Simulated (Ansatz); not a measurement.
Cost of a DFT run on NiO

```yaml
crystal:
  lattice:
    - [0.0, 2.09503, 2.0531294]
    - [2.09503, 0.0, 2.0531294]
    - [2.09503, 2.09503, 0.0]
  atoms:
    - { symbol: Ni, position: [0.0, 0.0, 0.0], spin: 2.0 }
    - { symbol: O, position: [0.5, 0.5, 0.5] }
magnetization:
  spin_polarized: true
kpoints:
  mp_grid: { grid: [19, 19, 19] }
scf:
  occupations: { method: fermi_dirac, width: 0.05 }
hamiltonian:
  xc: pbe
  pseudopotentials: { kind: paw }
output:
  forces: true
  stress: true
  populations: true
  efg:
    quadrupole_moments_barn: { Ni: 0.162, O: -0.02558 }
    contact_densities: true
relax:
  f_tol: 0.02
  max_steps: 60
```

```sh
ansatz run input.yaml --threads 1 --pin off --max-ram 3072MiB --backend cpu --events-out ev --progress --plain --runs-dir out
```

It runs on 1 thread of Intel Xeon Platinum 8259CL CPU @ 2.50GHz (Skylake/Cascade Lake) (x86_64; 16 cores open to the job, memory cap 3.0 GiB, no GPU), a shared host with a load of 0.7 a core.

**Question.** How much time and memory should be set aside?

**Answer.** About 55 s of wall time (53 s of CPU time) and 0.68 GiB. The run holds 24 valence electrons in 17 bands, about 339 plane waves a k-point and 550 irreducible k-points, and took 12 SCF iterations, over 1 ionic steps. Times on a shared host vary by tens of per cent.
